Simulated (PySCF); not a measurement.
**C3H6O: NMR shifts at several levels of theory**

Aim: compute the NMR shifts of C3H6O (`CC(C)=O`) at several levels, and see how far they spread and what each costs.

Computed with PySCF 2.14.0, with density-fitted response routines of our own, on a single molecule in the gas phase. Atoms are numbered from 0 throughout.

### 1 The molecule as given

10 atoms, charge 0, multiplicity 1; geometry from: GFN2-xTB.

Bonds of the start (Å): C0–C1 1.51, C1–C2 1.51, C1–O3 1.20, C0–H4 1.09, C0–H5 1.09, C0–H6 1.09, C2–H7 1.09, C2–H8 1.09, C2–H9 1.09.

### 2 Geometry optimisation at PBE0-D3(BJ)/def2-SVP

Job settings and geometry (Å):

```
{"job": {"xc": "PBE0", "basis": "def2-SVP", "d3": "d3bj", "grid": 1, "kind": "geom"}, "charge": 0, "multiplicity": 1}
C     -1.215460    -0.110070    -0.784160
C     -0.007220    -0.000070     0.113370
C      1.306020     0.110810    -0.621620
O     -0.083610    -0.000590     1.314420
H     -1.124330    -0.988810    -1.418710
H     -1.279490     0.764530    -1.425840
H     -2.120180    -0.190240    -0.187830
H      2.126740     0.190290     0.085940
H      1.448150    -0.763470    -1.254820
H      1.297000     0.990220    -1.261690
```

What it wrote:

```text
step   0  E = -192.79021352  max force = 0.010087
step   1  E = -192.79074061  max force = 0.005084
step   2  E = -192.79101445  max force = 0.003104
step   3  E = -192.79111014  max force = 0.000450
step   4  E = -192.79111115  max force = 0.000092
optimisation converged
```

It took 5.8 s on 4 threads of Arm Neoverse V1, shared host.

Step by step:

```tsv
step	energy from step 0 (eV)	largest force component (eV/Å)
0	0.0000	0.5187
1	-0.0143	0.2614
2	-0.0218	0.1596
3	-0.0244	0.0231
4	-0.0244	0.0047
```

Distances of close pairs at the start and the end, largest changes first:

```tsv
bond	before (Å)	after (Å)	change (Å)
C0–H5	1.087	1.102	+0.015
C2–H9	1.088	1.102	+0.014
C0–H4	1.088	1.102	+0.014
C2–H8	1.089	1.102	+0.013
C2–H7	1.087	1.097	+0.011
C0–H6	1.087	1.097	+0.010
C1–O3	1.203	1.207	+0.003
C1–C2	1.509	1.511	+0.002
```

The next job starts from the end point, and lists it.

```tsv
at the end point	value
point group (found at 0.08 Å tolerance)	C2v
rotational constants (GHz, main isotopes)	10.191, 8.553, 4.937
dipole moment (D)	2.86
```

### 3 Nuclear shieldings: PBE0/pcSseg-2

Job settings and geometry (Å):

```
{"job": {"kind": "nmr", "xc": "PBE0", "basis": "pcSseg-2", "pop": false}, "charge": 0, "multiplicity": 1}
C     -1.231795    -0.113884    -0.778045
C     -0.005302     0.000059     0.096554
C      1.320599     0.114375    -0.618257
O     -0.080595    -0.000210     1.301091
H     -1.157632    -0.998324    -1.430826
H     -1.314890     0.763783    -1.438883
H     -2.128224    -0.190950    -0.150387
H      2.131647     0.190621     0.116523
H      1.485315    -0.762511    -1.264617
H      1.328497     0.999642    -1.274091
```

Level: GIAO PBE0/pcSseg-2 NMR shielding, non-relativistic, gas phase.

What it wrote:

```text
coarse grid: 8064 points
cycle   1  E = -192.8774813123  dE =  3.693e-01  |g| = 7.943e-01  |ddm| = 1.963e+00
cycle   2  E = -192.4883159073  dE =  3.892e-01  |g| = 1.621e+00  |ddm| = 3.382e+00
cycle   3  E = -192.9989887721  dE = -5.107e-01  |g| = 1.627e-01  |ddm| = 2.929e+00
cycle   4  E = -193.0047934562  dE = -5.805e-03  |g| = 5.164e-02  |ddm| = 1.245e-01
cycle   5  E = -193.0054090887  dE = -6.156e-04  |g| = 5.628e-03  |ddm| = 3.496e-02
cycle   6  E = -193.0054144332  dE = -5.345e-06  |g| = 1.478e-03  |ddm| = 5.671e-03
final grid: 77064 points
cycle   7  E = -193.0036806534  dE = -4.793e-05  |g| = 1.143e-02  |ddm| = 3.574e-02
cycle   8  E = -193.0036106575  dE =  7.000e-05  |g| = 2.249e-02  |ddm| = 1.999e-02
cycle   9  E = -193.0037052430  dE = -9.459e-05  |g| = 1.683e-03  |ddm| = 1.472e-02
cycle  10  E = -193.0037058348  dE = -5.918e-07  |g| = 1.470e-04  |ddm| = 1.359e-03
cycle  11  E = -193.0037058400  dE = -5.144e-09  |g| = 3.343e-05  |ddm| = 1.352e-04
cycle  12  E = -193.0037058403  dE = -2.785e-10  |g| = 7.641e-06  |ddm| = 4.019e-05
converged SCF energy = -193.0037058403

GIAO shielding tensors (ppm)
atom      isotropic    diamagn.    paramagn.     s11        s22        s33       span
  0 C      152.420     246.510     -94.090    132.739    133.850    190.671     57.932
  1 C      -30.476     250.056    -280.531   -116.963    -74.091     99.627    216.590
  2 C      152.413     246.510     -94.097    132.735    133.832    190.670     57.934
  3 O     -355.040     398.620    -753.660   -942.019   -433.160    310.059   1252.078
  4 H       29.081      30.070      -0.989     26.283     28.902     32.059      5.776
  5 H       29.083      30.069      -0.986     26.286     28.901     32.061      5.776
  6 H       29.373      29.631      -0.258     26.546     27.786     33.789      7.244
  7 H       29.372      29.629      -0.256     26.545     27.786     33.786      7.242
  8 H       29.082      30.069      -0.987     26.285     28.902     32.060      5.775
  9 H       29.081      30.068      -0.987     26.284     28.901     32.059      5.775
```

It took 10 s on 4 threads of Arm Neoverse V1, shared host.

The references, computed at this level on geometries of the same kind, shield at (ppm): 1H TMS 31.25, 13C TMS 184.1, 17O H2O 328.2. Their shielding less the atom's gives the shift. The references are single molecules in the gas phase, so shifts against H2O, NH3, PH3, H3PO4 or CFCl3 are not on the usual liquid scales and can be off by tens of ppm. Atoms listed in one row are averaged.

```tsv
atoms	environment	σ (ppm)	δ (ppm)
C1	ketone carbonyl carbon	-30.5	214.6
C0, C2	methyl carbon α to a carbonyl	152.4	31.7
H4, H5, H6, H7, H8, H9	hydrogen on a methyl carbon α to a carbonyl	29.18	2.07
O3	ketone oxygen	-355.0	683.2
```

### 4 Shielding tensors: PBE/pcSseg-2

The job, as its differences from that of step 3:

```diff
@@ -1,2 +1,2 @@
-{"job": {"kind": "nmr", "xc": "PBE0", "basis": "pcSseg-2", "pop": false}, "charge": 0, "multiplicity": 1}
+{"job": {"kind": "nmr", "xc": "PBE", "basis": "pcSseg-2", "pop": false}, "charge": 0, "multiplicity": 1}
 C     -1.231795    -0.113884    -0.778045
```

Method: GIAO PBE/pcSseg-2 NMR shielding, non-relativistic, gas phase.

What it wrote:

```text
coarse grid: 8064 points
cycle   1  E = -192.8252939357  dE =  3.188e-01  |g| = 9.051e-01  |ddm| = 1.985e+00
cycle   2  E = -191.7102883542  dE =  1.115e+00  |g| = 2.374e+00  |ddm| = 1.254e+01
cycle   3  E = -192.9543395166  dE = -1.244e+00  |g| = 4.010e-01  |ddm| = 1.223e+01
cycle   4  E = -192.9885991570  dE = -3.426e-02  |g| = 1.321e-01  |ddm| = 3.466e-01
cycle   5  E = -192.9925263220  dE = -3.927e-03  |g| = 1.921e-02  |ddm| = 1.017e-01
cycle   6  E = -192.9926146221  dE = -8.830e-05  |g| = 8.315e-03  |ddm| = 3.790e-02
cycle   7  E = -192.9926303307  dE = -1.571e-05  |g| = 1.335e-03  |ddm| = 8.296e-03
cycle   8  E = -192.9926307255  dE = -3.947e-07  |g| = 2.356e-04  |ddm| = 2.215e-03
final grid: 77064 points
cycle   9  E = -192.9919385829  dE = -6.913e-05  |g| = 1.566e-02  |ddm| = 4.956e-02
cycle  10  E = -192.9916381613  dE =  3.004e-04  |g| = 4.211e-02  |ddm| = 3.458e-02
cycle  11  E = -192.9919823779  dE = -3.442e-04  |g| = 5.410e-03  |ddm| = 3.168e-02
cycle  12  E = -192.9919887040  dE = -6.326e-06  |g| = 4.144e-04  |ddm| = 6.112e-03
cycle  13  E = -192.9919887475  dE = -4.345e-08  |g| = 7.034e-05  |ddm| = 4.155e-04
cycle  14  E = -192.9919887487  dE = -1.261e-09  |g| = 2.038e-05  |ddm| = 8.801e-05
cycle  15  E = -192.9919887488  dE = -9.561e-11  |g| = 4.314e-06  |ddm| = 1.760e-05
converged SCF energy = -192.9919887488

GIAO shielding tensors (ppm)
atom      isotropic    diamagn.    paramagn.     s11        s22        s33       span
  0 C      147.744     247.250     -99.506    127.912    128.130    187.190     59.278
  1 C      -33.852     248.622    -282.474   -114.244    -79.067     91.754    205.998
  2 C      147.736     247.249     -99.514    127.892    128.126    187.188     59.297
  3 O     -350.589     399.437    -750.026   -930.009   -415.507    293.748   1223.757
  4 H       28.918      30.256      -1.338     26.248     28.921     31.587      5.339
  5 H       28.920      30.255      -1.335     26.251     28.920     31.589      5.338
  6 H       29.410      29.947      -0.537     26.923     27.804     33.504      6.581
  7 H       29.409      29.945      -0.535     26.922     27.804     33.501      6.579
  8 H       28.919      30.255      -1.336     26.250     28.921     31.588      5.338
  9 H       28.919      30.254      -1.335     26.249     28.920     31.587      5.338
```

Run time: 11 s. Hardware: 4 threads of Arm Neoverse V1, shared host.

This run: δ C1 213.2, C0 31.7, O3 678.5, H4 2.10 ppm (means over like atoms).

### 5 NMR shieldings: wB97X-D/pcSseg-2

The job, as its differences from that of step 4:

```diff
@@ -1,2 +1,2 @@
-{"job": {"kind": "nmr", "xc": "PBE", "basis": "pcSseg-2", "pop": false}, "charge": 0, "multiplicity": 1}
+{"job": {"kind": "nmr", "xc": "wB97X-D", "basis": "pcSseg-2", "pop": false}, "charge": 0, "multiplicity": 1}
 C     -1.231795    -0.113884    -0.778045
```

With the program's defaults for keys left out, this is: GIAO wB97X-D/pcSseg-2 NMR shielding, non-relativistic, gas phase.

What it wrote:

```text
coarse grid: 8064 points
cycle   1  E = -193.0280192167  dE =  4.643e-01  |g| = 8.422e-01  |ddm| = 1.956e+00
cycle   2  E = -192.8482220362  dE =  1.798e-01  |g| = 1.349e+00  |ddm| = 1.676e+00
cycle   3  E = -193.1690238057  dE = -3.208e-01  |g| = 6.548e-02  |ddm| = 1.190e+00
cycle   4  E = -193.1699347641  dE = -9.110e-04  |g| = 3.254e-02  |ddm| = 7.002e-02
cycle   5  E = -193.1701841665  dE = -2.494e-04  |g| = 6.603e-03  |ddm| = 3.474e-02
cycle   6  E = -193.1701971566  dE = -1.299e-05  |g| = 1.757e-03  |ddm| = 1.199e-02
cycle   7  E = -193.1701984088  dE = -1.252e-06  |g| = 5.276e-04  |ddm| = 5.063e-03
final grid: 77064 points
cycle   8  E = -193.1687067697  dE = -1.404e-04  |g| = 4.731e-03  |ddm| = 4.303e-02
cycle   9  E = -193.1687096755  dE = -2.906e-06  |g| = 3.316e-03  |ddm| = 7.543e-03
cycle  10  E = -193.1687118211  dE = -2.146e-06  |g| = 6.540e-04  |ddm| = 1.973e-03
cycle  11  E = -193.1687118529  dE = -3.182e-08  |g| = 5.217e-04  |ddm| = 9.365e-04
cycle  12  E = -193.1687119057  dE = -5.282e-08  |g| = 3.883e-05  |ddm| = 2.436e-04
cycle  13  E = -193.1687119064  dE = -7.286e-10  |g| = 1.569e-05  |ddm| = 1.343e-04
converged SCF energy = -193.1687119064

GIAO shielding tensors (ppm)
atom      isotropic    diamagn.    paramagn.     s11        s22        s33       span
  0 C      152.019     245.585     -93.566    132.505    133.096    190.456     57.950
  1 C      -31.933     250.043    -281.976   -119.137    -76.967    100.306    219.443
  2 C      152.013     245.579     -93.566    132.503    133.082    190.453     57.949
  3 O     -354.893     397.394    -752.287   -944.068   -435.181    314.571   1258.640
  4 H       29.211      30.018      -0.807     26.425     29.018     32.190      5.765
  5 H       29.213      30.013      -0.800     26.428     29.017     32.195      5.767
  6 H       29.452      29.541      -0.090     26.554     27.912     33.889      7.335
  7 H       29.451      29.539      -0.088     26.553     27.912     33.887      7.333
  8 H       29.213      30.017      -0.804     26.428     29.019     32.193      5.765
  9 H       29.211      30.011      -0.800     26.425     29.016     32.192      5.767
```

It took 12 s on 4 threads of Arm Neoverse V1, shared host.

This run: δ C1 216.3, C0 32.4, O3 681.7, H4 2.06 ppm (means over like atoms).

### 6 Nuclear shieldings: KT2/pcSseg-2

The job, as its differences from that of step 5:

```diff
@@ -1,2 +1,2 @@
-{"job": {"kind": "nmr", "xc": "wB97X-D", "basis": "pcSseg-2", "pop": false}, "charge": 0, "multiplicity": 1}
+{"job": {"kind": "nmr", "xc": "KT2", "basis": "pcSseg-2", "pop": false}, "charge": 0, "multiplicity": 1}
 C     -1.231795    -0.113884    -0.778045
```

Method: GIAO KT2/pcSseg-2 NMR shielding, non-relativistic, gas phase.

What it wrote:

```text
coarse grid: 8064 points
cycle   1  E = -196.1750112311  dE =  3.489e-01  |g| = 9.342e-01  |ddm| = 1.982e+00
cycle   2  E = -194.9855647788  dE =  1.189e+00  |g| = 2.398e+00  |ddm| = 1.154e+01
cycle   3  E = -196.3242276063  dE = -1.339e+00  |g| = 3.423e-01  |ddm| = 1.127e+01
cycle   4  E = -196.3486650062  dE = -2.444e-02  |g| = 1.530e-01  |ddm| = 3.548e-01
cycle   5  E = -196.3540675620  dE = -5.403e-03  |g| = 1.931e-02  |ddm| = 9.780e-02
cycle   6  E = -196.3541582589  dE = -9.070e-05  |g| = 8.610e-03  |ddm| = 3.888e-02
cycle   7  E = -196.3541759728  dE = -1.771e-05  |g| = 1.662e-03  |ddm| = 9.375e-03
cycle   8  E = -196.3541766123  dE = -6.396e-07  |g| = 3.280e-04  |ddm| = 2.123e-03
final grid: 77064 points
cycle   9  E = -196.3672973760  dE = -3.138e-04  |g| = 8.349e-03  |ddm| = 1.407e-01
cycle  10  E = -196.3672658217  dE =  3.155e-05  |g| = 1.415e-02  |ddm| = 1.569e-02
cycle  11  E = -196.3673084733  dE = -4.265e-05  |g| = 4.957e-03  |ddm| = 9.845e-03
cycle  12  E = -196.3673130005  dE = -4.527e-06  |g| = 7.553e-04  |ddm| = 5.622e-03
cycle  13  E = -196.3673131354  dE = -1.348e-07  |g| = 1.439e-04  |ddm| = 1.249e-03
cycle  14  E = -196.3673131405  dE = -5.088e-09  |g| = 4.883e-05  |ddm| = 2.122e-04
cycle  15  E = -196.3673131410  dE = -5.504e-10  |g| = 5.331e-06  |ddm| = 3.743e-05
converged SCF energy = -196.3673131410

GIAO shielding tensors (ppm)
atom      isotropic    diamagn.    paramagn.     s11        s22        s33       span
  0 C      152.329     246.495     -94.166    132.499    134.390    190.097     57.598
  1 C      -18.447     248.623    -267.070    -94.449    -56.252     95.360    189.809
  2 C      152.321     246.494     -94.173    132.481    134.387    190.095     57.615
  3 O     -307.874     395.807    -703.681   -826.024   -387.126    289.528   1115.552
  4 H       28.988      30.129      -1.141     26.251     28.838     31.874      5.623
  5 H       28.989      30.128      -1.139     26.254     28.837     31.876      5.622
  6 H       29.457      29.775      -0.317     26.912     27.739     33.722      6.811
  7 H       29.456      29.772      -0.316     26.911     27.739     33.720      6.809
  8 H       28.989      30.128      -1.139     26.253     28.838     31.875      5.622
  9 H       28.988      30.127      -1.139     26.252     28.837     31.874      5.622
```

It took 11 s on 4 threads of Arm Neoverse V1, shared host.

In short: δ C1 200.7, C0 30.0, O3 632.2, H4 2.03 ppm (means over like atoms).

### 7 NMR shieldings: HF/pcSseg-2

The job, as its differences from that of step 6:

```diff
@@ -1,2 +1,2 @@
-{"job": {"kind": "nmr", "xc": "KT2", "basis": "pcSseg-2", "pop": false}, "charge": 0, "multiplicity": 1}
+{"job": {"kind": "nmr", "xc": "HF", "basis": "pcSseg-2", "pop": false}, "charge": 0, "multiplicity": 1}
 C     -1.231795    -0.113884    -0.778045
```

Method: GIAO HF/pcSseg-2 NMR shielding, non-relativistic, gas phase.

What it wrote:

```text
final grid: 77064 points
cycle   1  E = -191.8987998456  dE =  6.189e-01  |g| = 7.409e-01  |ddm| = 1.951e+00
cycle   2  E = -191.9612798215  dE = -6.248e-02  |g| = 6.250e-01  |ddm| = 7.583e-01
cycle   3  E = -192.0295246745  dE = -6.824e-02  |g| = 6.185e-02  |ddm| = 4.224e-01
cycle   4  E = -192.0314126219  dE = -1.888e-03  |g| = 1.807e-02  |ddm| = 9.144e-02
cycle   5  E = -192.0315980261  dE = -1.854e-04  |g| = 7.944e-03  |ddm| = 3.821e-02
cycle   6  E = -192.0316414618  dE = -4.344e-05  |g| = 3.362e-03  |ddm| = 1.903e-02
cycle   7  E = -192.0316480965  dE = -6.635e-06  |g| = 1.013e-03  |ddm| = 7.920e-03
cycle   8  E = -192.0316487446  dE = -6.481e-07  |g| = 1.387e-04  |ddm| = 2.218e-03
cycle   9  E = -192.0316487573  dE = -1.274e-08  |g| = 3.554e-05  |ddm| = 2.864e-04
cycle  10  E = -192.0316487579  dE = -5.358e-10  |g| = 9.299e-06  |ddm| = 4.525e-05
converged SCF energy = -192.0316487579

GIAO shielding tensors (ppm)
atom      isotropic    diamagn.    paramagn.     s11        s22        s33       span
  0 C      161.839     241.411     -79.572    144.906    145.486    195.125     50.219
  1 C      -20.597     251.493    -272.090   -121.119    -58.226    117.553    238.671
  2 C      161.833     241.412     -79.578    144.893    145.482    195.124     50.231
  3 O     -331.239     397.341    -728.580   -874.773   -460.020    341.075   1215.848
  4 H       29.682      29.868      -0.186     26.605     29.150     33.291      6.686
  5 H       29.683      29.868      -0.185     26.608     29.149     33.293      6.685
  6 H       29.619      29.210       0.410     26.181     28.171     34.506      8.324
  7 H       29.618      29.207       0.412     26.181     28.172     34.503      8.323
  8 H       29.683      29.867      -0.184     26.607     29.150     33.292      6.685
  9 H       29.682      29.866      -0.184     26.607     29.149     33.291      6.685
```

It took 4.8 s on 4 threads of Arm Neoverse V1, shared host.

Key values: δ C1 212.1, C0 29.6, O3 657.6, H4 2.02 ppm (means over like atoms).

### 8 Comparing the runs: NMR shifts

Shifts (ppm), means over like atoms, with basis size and wall time:

```tsv
run	C1	C0	H4	O3	functions	time
PBE0/pcSseg-2	214.6	31.7	2.07	683.2	228	10 s
PBE/pcSseg-2	213.2	31.7	2.10	678.5	228	11 s
wB97X-D/pcSseg-2	216.3	32.4	2.06	681.7	228	12 s
KT2/pcSseg-2	200.7	30.0	2.03	632.2	228	11 s
HF/pcSseg-2	212.1	29.6	2.02	657.6	228	4.8 s
```

### 9 Outcome

| quantity | value |
| --- | --- |
| point group | C2v |
| rotational constants (main isotopes) | 10.19, 8.55, 4.94 GHz |
| 13C shifts against TMS (PBE0/pcSseg-2, means over atoms taken as alike) | 214.6, 31.7 ppm |
| 1H shifts against TMS (PBE0/pcSseg-2, means over atoms taken as alike) | 2.07 ppm |
| 17O shifts against H2O (PBE0/pcSseg-2) | 683.2 ppm |
| range of the shift of O3 | 632.2 to 683.2 ppm |

**Reading.** Single values in the summary come from the first run of each kind that ended normally (PBE0/pcSseg-2), which need not be the best level. The optimisation took 4 steps and gained 0.024 eV; among the close pairs (by a distance rule), C0–H5 changed most, from 1.087 to 1.102 Å. The most deshielded carbon is C1 (ketone carbonyl carbon), at 214.6 ppm: the double bond to the heteroatom, with no lone-pair donor beside it, deshields it most. At PBE0/pcSseg-2: Shielding is most anisotropic at O3 (span 1252 ppm, paramagnetic term -754 ppm). In ppm, O3 moves most: its shift spreads over 51.0 ppm, from 632.2 (KT2/pcSseg-2) to 683.2 (PBE0/pcSseg-2).
